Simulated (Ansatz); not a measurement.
# Ga single point

Input file of Ansatz 0.2.0:

```yaml
crystal:
  lattice:
    - [1.643952, 2.847405, 0.0]
    - [-1.643952, 2.847405, 0.0]
    - [0.0, 0.0, 5.236029]
  atoms:
    - { symbol: Ga, position: [0.33333, 0.33334, 0.25] }
    - { symbol: Ga, position: [0.66666, 0.66667, 0.75] }
  symmetry: { tolerance: 0.0003 }
kpoints:
  mp_grid: { grid: [9, 9, 5], shift: [0, 0, 0] }
  band_path:
    path:
      - [0.0, 0.0, 0.0]
      - [0.5, 0.0, 0.0]
      - [0.66666667, 0.33333333, 0.0]
      - [0.0, 0.0, 0.0]
      - [0.0, 0.0, 0.5]
      - [0.5, 0.0, 0.5]
      - [0.66666667, 0.33333333, 0.5]
      - [0.0, 0.0, 0.5]
      - [0.5, 0.0, 0.5]
      - [0.5, 0.0, 0.0]
      - [0.66666667, 0.33333333, 0.5]
    npoints: 6
magnetization:
  spin_polarized: false
scf:
  occupations: { method: methfessel_paxton, width: 0.0578 }
  lower_state_search: "off"
  max_iter: 200
hamiltonian:
  pseudopotentials: { kind: paw }
  xc: r2scan
basis:
  ecutwfc: 500
  fft_grid_basis: typed
output:
  forces: true
  stress: true
  eigenvalues: true
  bader: true
  populations: true
  elf: true
  write_potential: true
  volumetric_format: npy
  dos:
    e_range: [-12, 8]
    de: 0.05
    projected: { site_lists: { Ga: [Ga] } }
checkpoint:
  read: saved_state
```

The run starts from an earlier solution of this cell. 

Parts of the output:

```
Warning: the atoms were moved onto the symmetric positions of the space group found under crystal.symmetry.tolerance 3.0e-4 (fractional; no operation is sought that the atoms, as they stand in a round, miss by more than twice it, and no atom is moved by as much as it), and the run uses the moved positions.
Pseudopotentials: kind: paw
Pseudopotential: Ga, paw, valence charge 13, recommended cutoff 500 eV (meta_gga), Ga.paw.azcp
Functional definition: r2SCAN
  exchange = r2scan_x(k0 = k0, k1 = k1, a1 = a1)
  correlation = r2scan_c
Crystal: 2 atoms, lattice volume = 49.020 Å³
Basis set: ecut = 500 eV, 1225 PW (Γ), exchange–correlation on 96×96×160 points (64 copies of the dense FFT grid, shifted against one another)
Bands: 17, of which v1, the nominal top of the filled ones, is band 13 counted from 1 (12 counted from 0)
Symmetry: 24 space group operations
Space group: P63/mmc (ITA 194), of the structure as read, at distance tolerance 1.1e-3 Å
k-points: 36 of 405
Initial density: read from a saved state, or passed on in memory by an earlier SCF of this step, an earlier step, the calling program or the single point that the run made first
Functional: x = r2scan, c = r2scan; τ floored in thin density (d = 2e-4 eV/Å³)
SCF iter   1: F=—  Δρ=1.72e-3  dr2=1.29e-3  dr2_τ=1.31e-5
SCF iter   2: F=—  S|Δr|=    0.00e0  Δρ=1.17e-3  dr2=6.98e-4  dr2_τ=8.28e-6
SCF iter   3: F=—  S|Δr|=    0.00e0  Δρ=3.76e-4  dr2=8.00e-5  dr2_τ=8.09e-7
SCF iter   4: F=—  S|Δr|=    0.00e0  Δρ=2.24e-4  dr2=7.95e-6  dr2_τ=8.43e-7
SCF iter   5: F=—  S|Δr|=    0.00e0  Δρ=3.73e-5  dr2=8.24e-7  dr2_τ=2.40e-8
SCF iter   6: F=—  S|Δr|=    0.00e0  Δρ=1.38e-5  dr2=1.42e-7  dr2_τ=8.57e-10
SCF iter   7: F=-7579.7295 eV  S|Δr|=    0.00e0  Δρ=5.47e-6  dr2=1.73e-8  dr2_τ=1.83e-10
Free energy (F): -7579.7295 eV
Harris-Foulkes:  -7579.7295 eV  (|F-HF|=2.89e-8)
Internal energy: -7579.7275 eV  (E = F + TS)
E sigma→0 (E₀):  -7579.7290 eV
Entropy (-TS):   -0.0020 eV (-1.000 meV/atom)
Fermi energy:    6.5470 eV
--- Per-component energies (eV) ---
  E_band       = -160.0556
  E_kinetic    = 223.4655
  E_local      = -3929.9724  (includes V_loc(G=0)·N_el)
  E_nonlocal   = 846.8713
  E_hartree    = 1821.7470
  E_xc         = -122.1903
  E_vxc        = -115.9715  (∫ρ·V_xc dr)
  E_paw        = -3998.9560  (= ΣΔE_a)
  E_vpaw       = -834.6860  (= ΣTr[D̂ρ^β])
  E_aug_tail   =  0.0000  (compensation charges beyond the density's cutoff)
  E_vtau       = 6.7452  (kinetic-family band-sum trace: ∫τ·v_τ [+ j·A + Jᵃ·Aᵃ] dr)
  E_ewald      = -2419.3863
  E_core_change = -1.3061  (= ΣΔE_core)
  E_smearing   = -0.0020  (= −TS)
--- Forces (eV/Å), atoms counted from 1 ---
  atom   1  Ga     0.0000     0.0000     0.0000
  atom   2  Ga     0.0000     0.0000     0.0000
--- Stress (GPa, compression-positive) ---
       -8.7500       0.0000       0.0000
        0.0000      -8.7500       0.0000
        0.0000       0.0000      -6.4921
  P = ⅓ Tr σ = -7.9974 GPa (-79.974 kbar)
```

Origin: a known structure type with other elements, at an estimated volume, so it need not be a known compound.
